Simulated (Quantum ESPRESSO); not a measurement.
A run of Quantum ESPRESSO 7.5 is set up as follows.

Contents of pw.in:

```
&CONTROL
  calculation = 'scf'
  prefix = 'pwscf'
  outdir = './tmp'
  pseudo_dir = './pseudo'
  tprnfor = .true.
  tstress = .true.
  disk_io = 'low'
/
&SYSTEM
  ibrav = 0
  A = 3.67928871
  nat = 2
  ntyp = 2
  ecutwfc = 84
  nbnd = 14
  occupations = 'smearing'
  smearing = 'fd'
  degauss = 0.00367493
/
&ELECTRONS
  conv_thr = 4d-10
  electron_maxstep = 120
  mixing_beta = 0.5
/
ATOMIC_SPECIES
S     32.0600 S.upf
Mg    24.3050 Mg.upf
CELL_PARAMETERS alat
   0.0000000000    0.7071067821    0.7071067821
   0.7071067821    0.0000000000    0.7071067821
   0.7071067821    0.7071067821    0.0000000000
ATOMIC_POSITIONS alat
S      0.7071067821    0.7071067821    0.7071067821
Mg     0.0000000000    0.0000000000    0.0000000000
K_POINTS automatic
5 5 5 0 0 0
```

Contents of nscf.in:

```
&CONTROL
  calculation = 'nscf'
  prefix = 'pwscf'
  outdir = './tmp'
  pseudo_dir = './pseudo'
  disk_io = 'low'
/
&SYSTEM
  ibrav = 0
  A = 3.67928871
  nat = 2
  ntyp = 2
  ecutwfc = 84
  nbnd = 20
  occupations = 'smearing'
  smearing = 'fd'
  degauss = 0.00367493
  nosym = .true.
  noinv = .true.
/
&ELECTRONS
  conv_thr = 1d-09
  electron_maxstep = 120
  mixing_beta = 0.5
  diago_full_acc = .true.
  startingwfc = 'random'
/
ATOMIC_SPECIES
S     32.0600 S.upf
Mg    24.3050 Mg.upf
CELL_PARAMETERS alat
   0.0000000000    0.7071067821    0.7071067821
   0.7071067821    0.0000000000    0.7071067821
   0.7071067821    0.7071067821    0.0000000000
ATOMIC_POSITIONS alat
S      0.7071067821    0.7071067821    0.7071067821
Mg     0.0000000000    0.0000000000    0.0000000000
K_POINTS crystal
125
  0.00000000   0.00000000   0.00000000 8.00000000e-03
  0.00000000   0.00000000   0.20000000 8.00000000e-03
  0.00000000   0.00000000   0.40000000 8.00000000e-03
  0.00000000   0.00000000   0.60000000 8.00000000e-03
  0.00000000   0.00000000   0.80000000 8.00000000e-03
  0.00000000   0.20000000   0.00000000 8.00000000e-03
[... 117 lines left out ...]
  0.80000000   0.80000000   0.60000000 8.00000000e-03
  0.80000000   0.80000000   0.80000000 8.00000000e-03
```

File pw2wan.in:

```
&INPUTPP
  prefix = 'pwscf'
  outdir = './tmp'
  seedname = 'w'
  write_mmn = .true.
  write_amn = .true.
/
```

The input bands.in:

```
&CONTROL
  calculation = 'bands'
  prefix = 'pwscf'
  outdir = './tmp'
  pseudo_dir = './pseudo'
  disk_io = 'low'
/
&SYSTEM
  ibrav = 0
  A = 3.67928871
  nat = 2
  ntyp = 2
  ecutwfc = 84
  nbnd = 20
  occupations = 'smearing'
  smearing = 'fd'
  degauss = 0.00367493
/
&ELECTRONS
  conv_thr = 1d-08
  electron_maxstep = 120
  mixing_beta = 0.5
  diago_full_acc = .true.
  startingwfc = 'random'
/
ATOMIC_SPECIES
S     32.0600 S.upf
Mg    24.3050 Mg.upf
CELL_PARAMETERS alat
   0.0000000000    0.7071067821    0.7071067821
   0.7071067821    0.0000000000    0.7071067821
   0.7071067821    0.7071067821    0.0000000000
ATOMIC_POSITIONS alat
S      0.7071067821    0.7071067821    0.7071067821
Mg     0.0000000000    0.0000000000    0.0000000000
K_POINTS crystal
61
  0.00000000   0.00000000   0.00000000 1
  0.05555600   0.00000000   0.05555600 1
  0.11111100   0.00000000   0.11111100 1
  0.16666700   0.00000000   0.16666700 1
  0.22222200   0.00000000   0.22222200 1
  0.27777800   0.00000000   0.27777800 1
  0.33333300   0.00000000   0.33333300 1
  0.38888900   0.00000000   0.38888900 1
  0.44444400   0.00000000   0.44444400 1
  0.50000000   0.00000000   0.50000000 1
  0.50000000   0.05000000   0.55000000 1
  0.50000000   0.10000000   0.60000000 1
  0.50000000   0.15000000   0.65000000 1
  0.50000000   0.20000000   0.70000000 1
  0.50000000   0.25000000   0.75000000 1
  0.45833300   0.29166700   0.75000000 1
  0.41666700   0.33333300   0.75000000 1
  0.37500000   0.37500000   0.75000000 1
  0.33750000   0.33750000   0.67500000 1
  0.30000000   0.30000000   0.60000000 1
  0.26250000   0.26250000   0.52500000 1
  0.22500000   0.22500000   0.45000000 1
  0.18750000   0.18750000   0.37500000 1
  0.15000000   0.15000000   0.30000000 1
  0.11250000   0.11250000   0.22500000 1
  0.07500000   0.07500000   0.15000000 1
  0.03750000   0.03750000   0.07500000 1
  0.00000000   0.00000000   0.00000000 1
  0.06250000   0.06250000   0.06250000 1
  0.12500000   0.12500000   0.12500000 1
  0.18750000   0.18750000   0.18750000 1
  0.25000000   0.25000000   0.25000000 1
  0.31250000   0.31250000   0.31250000 1
  0.37500000   0.37500000   0.37500000 1
  0.43750000   0.43750000   0.43750000 1
  0.50000000   0.50000000   0.50000000 1
  0.52083300   0.45833300   0.52083300 1
  0.54166700   0.41666700   0.54166700 1
  0.56250000   0.37500000   0.56250000 1
  0.58333300   0.33333300   0.58333300 1
  0.60416700   0.29166700   0.60416700 1
  0.62500000   0.25000000   0.62500000 1
  0.58333300   0.25000000   0.66666700 1
  0.54166700   0.25000000   0.70833300 1
  0.50000000   0.25000000   0.75000000 1
  0.50000000   0.29166700   0.70833300 1
  0.50000000   0.33333300   0.66666700 1
  0.50000000   0.37500000   0.62500000 1
  0.50000000   0.41666700   0.58333300 1
  0.50000000   0.45833300   0.54166700 1
  0.50000000   0.50000000   0.50000000 1
  0.47916700   0.47916700   0.54166700 1
  0.45833300   0.45833300   0.58333300 1
  0.43750000   0.43750000   0.62500000 1
  0.41666700   0.41666700   0.66666700 1
  0.39583300   0.39583300   0.70833300 1
  0.37500000   0.37500000   0.75000000 1
  0.62500000   0.25000000   0.62500000 1
  0.58333300   0.16666700   0.58333300 1
  0.54166700   0.08333300   0.54166700 1
  0.50000000   0.00000000   0.50000000 1
```

Contents of w.win:

```
num_wann = 8
num_bands = 16
guiding_centres = true
dis_froz_max = 11.15
dis_num_iter = 600
dis_mix_ratio = 0.5
dis_conv_tol = 1.0d-9
num_iter = 0
search_shells = 100
kmesh_tol = 1.0d-4
conv_tol = 1.0d-8
conv_window = 4
num_print_cycles = 200
fermi_energy = 7.6628
bands_plot = true
write_hr = true
mp_grid = 5 5 5
exclude_bands = 1-4
begin projections
S: s;p
Mg: s;p
end projections
begin unit_cell_cart
ang
  0.0000000000   2.6016500000   2.6016500000
  2.6016500000   0.0000000000   2.6016500000
  2.6016500000   2.6016500000   0.0000000000
end unit_cell_cart
begin atoms_frac
S    0.5000000000   0.5000000000   0.5000000000
Mg   0.0000000000   0.0000000000   0.0000000000
end atoms_frac
begin kpoint_path
G   0.0000000000   0.0000000000   0.0000000000  X   0.5000000000   0.0000000000   0.5000000000
X   0.5000000000   0.0000000000   0.5000000000  W   0.5000000000   0.2500000000   0.7500000000
W   0.5000000000   0.2500000000   0.7500000000  K   0.3750000000   0.3750000000   0.7500000000
K   0.3750000000   0.3750000000   0.7500000000  G   0.0000000000   0.0000000000   0.0000000000
G   0.0000000000   0.0000000000   0.0000000000  L   0.5000000000   0.5000000000   0.5000000000
L   0.5000000000   0.5000000000   0.5000000000  U   0.6250000000   0.2500000000   0.6250000000
U   0.6250000000   0.2500000000   0.6250000000  W   0.5000000000   0.2500000000   0.7500000000
W   0.5000000000   0.2500000000   0.7500000000  L   0.5000000000   0.5000000000   0.5000000000
L   0.5000000000   0.5000000000   0.5000000000  K   0.3750000000   0.3750000000   0.7500000000
U   0.6250000000   0.2500000000   0.6250000000  X   0.5000000000   0.0000000000   0.5000000000
end kpoint_path
bands_num_points = 9
begin kpoints
  0.00000000   0.00000000   0.00000000
  0.00000000   0.00000000   0.20000000
  0.00000000   0.00000000   0.40000000
  0.00000000   0.00000000   0.60000000
  0.00000000   0.00000000   0.80000000
  0.00000000   0.20000000   0.00000000
[... 117 lines left out ...]
  0.80000000   0.80000000   0.60000000
  0.80000000   0.80000000   0.80000000
end kpoints
```

Potentials or basis: PseudoDojo 0.4.1 SR LDA standard.

Command:

```console
$ OMP_NUM_THREADS=1 pw.x -in pw.in > pw.out
$ OMP_NUM_THREADS=1 pw.x -in nscf.in > nscf.out
$ wannier90.x -pp w
$ OMP_NUM_THREADS=1 pw2wannier90.x -in pw2wan.in > pw2wan.out
$ wannier90.x w
$ OMP_NUM_THREADS=1 pw.x -in bands.in > bands.out
```

**Question.** What does it give for the total Wannier spread?

**Answer.** 27.13 Å² over 8 functions.

**Question.** Predict the RMS miss of the Wannier bands.

**Answer.** 0.047 eV.

**Question.** What does it give for the pressure?

**Answer.** -3.1 GPa.

**Question.** What does it give for the band gap along the path?

**Answer.** 2.55 eV, indirect (least direct gap 3.47 eV).

Parts of the spread (Å²): invariant 10.28, diagonal 4.845, off-diagonal 12.01, total 27.13. Against the direct bands the interpolation misses by 47 meV (root mean square) and 207 meV at most, for states up to 1 eV over the reference level.
